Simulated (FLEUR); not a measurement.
Cr: equation of state with SCAN

Crystal: Cr.

```
Cr
1.0
     1.14705   -2.46703    0.00000
     1.14705    2.46703    0.00000
     0.00000    0.00000    4.06431
Cr
2
Direct
  0.87053 0.12947 0.75000
  0.12947 0.87053 0.25000
```

This isn't the form of Cr at room conditions, which is bcc.

```yaml
Program: FLEUR MaX-R8.1 (later development tree)
Task: equation of state
Functional: SCAN
Potentials_or_basis: all-electron
Basis: FLAPW
Kmax: 5.03 1/bohr
k_mesh: 13 × 13 × 7
Occupations: fermi-dirac, width 0.05 eV
Spin: collinear spin, program default start
Gmax: 15.6 1/bohr
Muffin-tin_radii: Cr 1.95 bohr
lmax: Cr 8
lnonsphr: Cr 8
Local_orbitals_a_species: Cr 5
```

```
Equilibrium volume                        : 11.53 Å³/atom
Bulk modulus at fixed shape and positions : 261 GPa
```

Energy against volume, from the lowest point:
```tsv
volume (Å³/atom)	energy (meV/atom)
10.811	40.84
11.041	18.19
11.501	0.00
11.961	12.17
12.191	27.90
```

Caveat: the meta-GGA is that of a development version, with a GGA for the radial functions and cores and without core tails; the cell was scaled at fixed shape and fractional positions, which overstates the stiffness of a crystal with free parameters, most of all of layers and chains.
